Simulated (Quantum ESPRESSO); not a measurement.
**Quick settings and what they miss: ZrO2 (Fm-3m, 3 atoms in the cell)**

Self-consistent single point.

```yaml
crystal:
  lattice:
    - [0.00000, 2.56289, 2.56289]
    - [2.56289, 0.00000, 2.56289]
    - [2.56289, 2.56289, 0.00000]
  atoms:
    - { symbol: Zr, position: [0.00000, 0.00000, 0.00000] }
    - { symbol: O, position: [0.25000, 0.25000, 0.25000] }
    - { symbol: O, position: [0.75000, 0.75000, 0.75000] }
```

Computed with LDA (PW92), PseudoDojo standard norm-conserving (LDA) pseudopotentials (plane waves; Quantum ESPRESSO 7.5).

Base settings: ecutwfc = 85 Ry; occupations = smearing; smearing = fermi-dirac; degauss = 0.00147 Ry; potentials = {Zr: Zr.upf, O: O.upf}; K_POINTS = automatic 8 8 8 0 0 0; conv_thr = 1e-10 Ry.

Tight run (finer mesh or higher cutoff; not a proven limit): ecutwfc: 85 Ry → 119 Ry; conv_thr: 1e-10 Ry → 7.3e-11 Ry; K_POINTS: automatic 8 8 8 0 0 0 → automatic 11 11 11 0 0 0. It gave top of the valence band (on the code's own zero) 11.48 eV; gap on the k-point mesh 3.23 eV; pressure -14.33 GPa.

Quick runs, as changes from the base:
- A: the base itself
- B: ecutwfc: 85 Ry → 68 Ry; conv_thr: 1e-10 Ry → 7.3e-05 Ry; K_POINTS: automatic 8 8 8 0 0 0 → automatic 2 2 2 0 0 0
- C: smearing: fermi-dirac → gaussian; degauss: 0.00147 Ry → 0.036749 Ry; conv_thr: 1e-10 Ry → 7.3e-05 Ry; K_POINTS: automatic 8 8 8 0 0 0 → automatic 4 4 4 1 1 1
- D: ecutwfc: 85 Ry → 42 Ry; K_POINTS: automatic 8 8 8 0 0 0 → automatic 4 4 4 0 0 0
- E: ecutwfc: 85 Ry → 51 Ry; smearing: fermi-dirac → marzari-vanderbilt; degauss: 0.00147 Ry → 0.0099958 Ry; K_POINTS: automatic 8 8 8 0 0 0 → automatic 1 1 1 1 1 1
- F: ecutwfc: 85 Ry → 59 Ry; K_POINTS: automatic 8 8 8 0 0 0 → automatic 4 4 4 1 1 1
- G: tstress: true → default; K_POINTS: automatic 8 8 8 0 0 0 → automatic 3 3 3 0 0 0; input_dft: default → hse; nqx1: default → 3; nqx2: default → 3; nqx3: default → 3 [HSE06]

Dashes: pressure of B, C, not trusted under this conv_thr with d or f elements; gap of E, left out as unsure on this mesh or at this smearing; energy of G, another energy zero; pressure of G, no comparable value; count of G, another kind of functional, whose work the count does not hold.

Gaps are read on each run's own mesh, which may miss the band edges.

† marks runs with another functional, U, potentials or spin treatment: their distance from the tight run is not a convergence error alone.

The count of work is k-points × plane waves × bands × iterations; it is no time. 

The starting cell comes from a database of computed structures (which also holds hypothetical and non-ambient phases and stackings), without a prior relaxation at this level. Its lattice was rescaled by a random factor within 2.5 % of one. In the base run, with a pressure of about -14 GPa the cell is away from its equilibrium volume at this level.

```tsv
run	energy less tight (meV/atom)	pressure less tight (GPa)	gap on the mesh less tight (eV)	count of work / tight
A	0.2	-0.03	-0.032	0.27
B	202.4	–	-0.302	0.011
C	0.1	–	0.590	0.050
D	1453.3	-76.44	-0.033	0.024
E	211.9	-27.83	–	0.0047
F	102.4	-10.45	0.600	0.067
G†	–	–	2.239	–
```

The base run finds a smaller gap than the tight one, whose mesh may miss a band edge.

Among the runs at the tight run's level, the energy misses run from 0.1 to 1453.3 meV/atom.
